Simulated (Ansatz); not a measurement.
# MoS$_{2}$: levels along high-symmetry lines

```xyz
3
Lattice="3.1920 0.0000 0.0000 -1.5960 2.7644 0.0000 0.0000 0.0000 6.8837" Properties=species:S:1:pos:R:3 pbc="T T T"
Mo    0.0000    0.0000    0.0000
S     0.0000    1.8429    1.5849
S     1.5960    0.9215    5.2987
```

Atom numbers follow the list: Mo1, S2, S3.

Conventional cell: a = 3.192 Å, b = 3.192 Å, c = 6.884 Å, α = 90.00°, β = 90.00°, γ = 120.00°. Around Mo (atom 1) lie 6 S at 2.43 Å. Around S (atom 2) lie 3 Mo at 2.43 Å.

The structure comes from a relaxation in the same program, started in the CdI2 type, and has space group P-3m1. Whether it is a known phase or the ground state wasn't checked.

These are results of Ansatz 0.2.0, DFT, PBE, all-electron LAPW, scalar-relativistic, not measurements.

Numerical set-up: a Γ-centred 11×11×6 k mesh, Fermi–Dirac smearing of 0.03 eV, basis error target 1 meV/atom, no spin polarisation.

Points in fractions of the reciprocal vectors of this cell: Γ (0, 0, 0), M (0.5, 0, 0), K (0.333, 0.333, 0), A (0, 0, 0.5), L (0.5, 0, 0.5), H (0.333, 0.333, 0.5). The path joins them by straight lines in the order Γ–M–K–Γ–A–L–H–A–L; legs that retrace an earlier one aren't tabulated. Energies are in eV from the Fermi level.

**Question.** Metal or insulator at this level of theory?

**Answer.** No gap opens: metallic or semimetallic.

**Question.** Tabulate bands 26 to 32, counted from the lowest band of the run, along the path.

**Answer.** 
```json
{"k (1/Å)": "0.00", "point": "Γ", "band 26": "-2.46", "band 27": "-1.26", "band 28": "-0.97", "band 29": "-0.97", "band 30": "-0.27", "band 31": "-0.27", "band 32": "3.09"}
{"k (1/Å)": "0.16", "point": "", "band 26": "-2.28", "band 27": "-1.51", "band 28": "-1.28", "band 29": "-1.19", "band 30": "-0.13", "band 31": "0.03", "band 32": "2.86"}
{"k (1/Å)": "0.32", "point": "", "band 26": "-2.60", "band 27": "-1.93", "band 28": "-1.70", "band 29": "-1.24", "band 30": "0.04", "band 31": "0.41", "band 32": "2.50"}
{"k (1/Å)": "0.49", "point": "", "band 26": "-3.67", "band 27": "-2.00", "band 28": "-1.96", "band 29": "-1.43", "band 30": "0.23", "band 31": "0.64", "band 32": "2.55"}
{"k (1/Å)": "0.65", "point": "", "band 26": "-3.74", "band 27": "-2.42", "band 28": "-1.97", "band 29": "-1.69", "band 30": "0.56", "band 31": "0.75", "band 32": "3.00"}
{"k (1/Å)": "0.81", "point": "", "band 26": "-3.89", "band 27": "-2.98", "band 28": "-1.86", "band 29": "-1.83", "band 30": "0.84", "band 31": "1.03", "band 32": "3.25"}
{"k (1/Å)": "0.97", "point": "", "band 26": "-4.01", "band 27": "-3.14", "band 28": "-1.98", "band 29": "-1.71", "band 30": "0.95", "band 31": "1.48", "band 32": "3.33"}
{"k (1/Å)": "1.14", "point": "M", "band 26": "-4.05", "band 27": "-3.06", "band 28": "-2.03", "band 29": "-1.67", "band 30": "1.00", "band 31": "1.69", "band 32": "3.36"}
{"k (1/Å)": "1.23", "point": "", "band 26": "-4.08", "band 27": "-3.05", "band 28": "-2.35", "band 29": "-1.41", "band 30": "0.99", "band 31": "1.67", "band 32": "3.23"}
{"k (1/Å)": "1.32", "point": "", "band 26": "-4.12", "band 27": "-3.02", "band 28": "-2.86", "band 29": "-1.08", "band 30": "0.97", "band 31": "1.60", "band 32": "2.94"}
{"k (1/Å)": "1.42", "point": "", "band 26": "-4.13", "band 27": "-3.41", "band 28": "-3.05", "band 29": "-0.76", "band 30": "0.95", "band 31": "1.48", "band 32": "2.64"}
{"k (1/Å)": "1.51", "point": "", "band 26": "-4.11", "band 27": "-3.92", "band 28": "-3.15", "band 29": "-0.45", "band 30": "0.91", "band 31": "1.32", "band 32": "2.45"}
{"k (1/Å)": "1.61", "point": "", "band 26": "-4.14", "band 27": "-4.04", "band 28": "-3.33", "band 29": "-0.11", "band 30": "0.83", "band 31": "1.12", "band 32": "2.45"}
{"k (1/Å)": "1.70", "point": "", "band 26": "-4.05", "band 27": "-3.96", "band 28": "-3.55", "band 29": "0.23", "band 30": "0.69", "band 31": "0.90", "band 32": "2.62"}
{"k (1/Å)": "1.79", "point": "K", "band 26": "-3.93", "band 27": "-3.93", "band 28": "-3.69", "band 29": "0.54", "band 30": "0.54", "band 31": "0.73", "band 32": "2.91"}
{"k (1/Å)": "1.98", "point": "", "band 26": "-4.26", "band 27": "-3.90", "band 28": "-3.40", "band 29": "0.22", "band 30": "0.31", "band 31": "1.29", "band 32": "2.30"}
{"k (1/Å)": "2.17", "point": "", "band 26": "-4.25", "band 27": "-4.08", "band 28": "-2.92", "band 29": "-0.23", "band 30": "0.18", "band 31": "1.55", "band 32": "2.00"}
{"k (1/Å)": "2.35", "point": "", "band 26": "-3.85", "band 27": "-3.53", "band 28": "-2.35", "band 29": "-0.73", "band 30": "0.13", "band 31": "1.27", "band 32": "2.09"}
{"k (1/Å)": "2.54", "point": "", "band 26": "-3.20", "band 27": "-3.18", "band 28": "-1.85", "band 29": "-1.05", "band 30": "0.16", "band 31": "0.73", "band 32": "2.41"}
{"k (1/Å)": "2.73", "point": "", "band 26": "-2.60", "band 27": "-2.45", "band 28": "-1.68", "band 29": "-1.15", "band 30": "0.26", "band 31": "0.27", "band 32": "2.67"}
{"k (1/Å)": "2.92", "point": "", "band 26": "-2.24", "band 27": "-1.60", "band 28": "-1.40", "band 29": "-1.17", "band 30": "-0.07", "band 31": "0.07", "band 32": "2.81"}
{"k (1/Å)": "3.10", "point": "Γ", "band 26": "-2.46", "band 27": "-1.26", "band 28": "-0.97", "band 29": "-0.97", "band 30": "-0.27", "band 31": "-0.27", "band 32": "3.09"}
{"k (1/Å)": "3.17", "point": "", "band 26": "-2.53", "band 27": "-1.21", "band 28": "-0.97", "band 29": "-0.97", "band 30": "-0.27", "band 31": "-0.27", "band 32": "3.10"}
{"k (1/Å)": "3.24", "point": "", "band 26": "-2.70", "band 27": "-1.08", "band 28": "-0.97", "band 29": "-0.97", "band 30": "-0.27", "band 31": "-0.27", "band 32": "3.10"}
{"k (1/Å)": "3.30", "point": "", "band 26": "-2.92", "band 27": "-0.97", "band 28": "-0.97", "band 29": "-0.93", "band 30": "-0.28", "band 31": "-0.28", "band 32": "3.11"}
{"k (1/Å)": "3.37", "point": "", "band 26": "-3.13", "band 27": "-0.97", "band 28": "-0.97", "band 29": "-0.80", "band 30": "-0.28", "band 31": "-0.28", "band 32": "3.12"}
{"k (1/Å)": "3.43", "point": "", "band 26": "-3.31", "band 27": "-0.97", "band 28": "-0.97", "band 29": "-0.69", "band 30": "-0.28", "band 31": "-0.28", "band 32": "3.13"}
{"k (1/Å)": "3.50", "point": "", "band 26": "-3.44", "band 27": "-0.97", "band 28": "-0.97", "band 29": "-0.62", "band 30": "-0.29", "band 31": "-0.29", "band 32": "3.14"}
{"k (1/Å)": "3.56", "point": "A", "band 26": "-3.48", "band 27": "-0.97", "band 28": "-0.97", "band 29": "-0.60", "band 30": "-0.29", "band 31": "-0.29", "band 32": "3.14"}
{"k (1/Å)": "3.72", "point": "", "band 26": "-3.09", "band 27": "-1.48", "band 28": "-1.28", "band 29": "-0.75", "band 30": "0.02", "band 31": "0.04", "band 32": "2.86"}
{"k (1/Å)": "3.89", "point": "", "band 26": "-2.82", "band 27": "-2.39", "band 28": "-1.71", "band 29": "-0.91", "band 30": "0.37", "band 31": "0.41", "band 32": "2.34"}
{"k (1/Å)": "4.05", "point": "", "band 26": "-3.68", "band 27": "-2.49", "band 28": "-1.96", "band 29": "-1.20", "band 30": "0.59", "band 31": "0.66", "band 32": "2.18"}
{"k (1/Å)": "4.21", "point": "", "band 26": "-3.75", "band 27": "-2.66", "band 28": "-1.95", "band 29": "-1.60", "band 30": "0.78", "band 31": "0.79", "band 32": "2.58"}
{"k (1/Å)": "4.37", "point": "", "band 26": "-3.90", "band 27": "-2.96", "band 28": "-1.89", "band 29": "-1.80", "band 30": "0.86", "band 31": "1.12", "band 32": "3.15"}
{"k (1/Å)": "4.54", "point": "", "band 26": "-4.02", "band 27": "-2.87", "band 28": "-2.10", "band 29": "-1.66", "band 30": "0.96", "band 31": "1.51", "band 32": "3.21"}
{"k (1/Å)": "4.70", "point": "L", "band 26": "-4.07", "band 27": "-2.69", "band 28": "-2.23", "band 29": "-1.62", "band 30": "1.00", "band 31": "1.72", "band 32": "3.23"}
{"k (1/Å)": "4.79", "point": "", "band 26": "-4.10", "band 27": "-2.70", "band 28": "-2.44", "band 29": "-1.47", "band 30": "0.99", "band 31": "1.69", "band 32": "3.12"}
{"k (1/Å)": "4.89", "point": "", "band 26": "-4.15", "band 27": "-2.87", "band 28": "-2.73", "band 29": "-1.22", "band 30": "0.96", "band 31": "1.62", "band 32": "2.87"}
{"k (1/Å)": "4.98", "point": "", "band 26": "-4.18", "band 27": "-3.38", "band 28": "-2.83", "band 29": "-0.95", "band 30": "0.92", "band 31": "1.49", "band 32": "2.66"}
{"k (1/Å)": "5.07", "point": "", "band 26": "-4.17", "band 27": "-3.87", "band 28": "-3.02", "band 29": "-0.66", "band 30": "0.83", "band 31": "1.31", "band 32": "2.60"}
{"k (1/Å)": "5.17", "point": "", "band 26": "-4.13", "band 27": "-4.11", "band 28": "-3.28", "band 29": "-0.33", "band 30": "0.68", "band 31": "1.10", "band 32": "2.73"}
{"k (1/Å)": "5.26", "point": "", "band 26": "-4.05", "band 27": "-4.01", "band 28": "-3.58", "band 29": "0.02", "band 30": "0.49", "band 31": "0.88", "band 32": "3.01"}
{"k (1/Å)": "5.35", "point": "H", "band 26": "-3.92", "band 27": "-3.92", "band 28": "-3.82", "band 29": "0.31", "band 30": "0.31", "band 31": "0.74", "band 32": "3.35"}
{"k (1/Å)": "5.54", "point": "", "band 26": "-4.33", "band 27": "-3.80", "band 28": "-3.46", "band 29": "0.04", "band 30": "0.13", "band 31": "1.26", "band 32": "2.66"}
{"k (1/Å)": "5.73", "point": "", "band 26": "-4.05", "band 27": "-4.02", "band 28": "-2.96", "band 29": "-0.17", "band 30": "-0.10", "band 31": "1.58", "band 32": "2.20"}
{"k (1/Å)": "5.92", "point": "", "band 26": "-3.91", "band 27": "-3.49", "band 28": "-2.44", "band 29": "-0.52", "band 30": "-0.14", "band 31": "1.43", "band 32": "2.15"}
{"k (1/Å)": "6.10", "point": "", "band 26": "-3.28", "band 27": "-3.18", "band 28": "-2.12", "band 29": "-0.77", "band 30": "0.03", "band 31": "1.04", "band 32": "2.41"}
{"k (1/Å)": "6.29", "point": "", "band 26": "-2.78", "band 27": "-2.61", "band 28": "-1.98", "band 29": "-0.80", "band 30": "0.28", "band 31": "0.57", "band 32": "2.42"}
{"k (1/Å)": "6.48", "point": "", "band 26": "-3.02", "band 27": "-1.56", "band 28": "-1.43", "band 29": "-0.75", "band 30": "0.06", "band 31": "0.12", "band 32": "2.79"}
{"k (1/Å)": "6.67", "point": "A", "band 26": "-3.48", "band 27": "-0.97", "band 28": "-0.97", "band 29": "-0.60", "band 30": "-0.29", "band 31": "-0.29", "band 32": "3.14"}
```
